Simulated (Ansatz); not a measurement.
## SiC at 3 GPa (stress–strain coefficients): relaxed-ion elastic tensor

These are results of DFT PBE, scalar-relativistic, plane waves, PAW (Ansatz 0.2.0), not measurements. Settings: 420 eV plane-wave cutoff, Γ-centred 12×12×12 mesh, fixed occupations. No spin polarisation.

The cell, relaxed at 3 GPa:
```xyz
2
Lattice="0.0000 2.1799 2.1799 2.1799 0.0000 2.1799 2.1799 2.1799 0.0000" Properties=species:S:1:pos:R:3 pbc="T T T"
Si    0.0000    0.0000    0.0000
C     3.2698    3.2698    3.2698
```

Q: Give the relaxed-ion elastic constants (GPa, Voigt order xx yy zz yz xz xy, on the axes of the cell above).

A:
```
395.4 138.8 138.8   0.0   0.0   0.0
138.8 395.4 138.8   0.0   0.0   0.0
138.8 138.8 395.4   0.0   0.0   0.0
  0.0   0.0   0.0 244.9   0.0   0.0
  0.0   0.0   0.0   0.0 244.9   0.0
  0.0   0.0   0.0   0.0   0.0 244.9
```

Q: Is the crystal stable against homogeneous strain?

A: Yes: the least eigenvalue of the tensor is 244.9 GPa.

Q: And the moduli of a polycrystal (Hill averages)?

A: B = 224 GPa, G = 189 GPa, E = 443 GPa, ν = 0.17.

Cost: 1 run of about 0.66 core-minutes, on Intel Xeon Platinum 8488C (Sapphire Rapids) (shared hosts).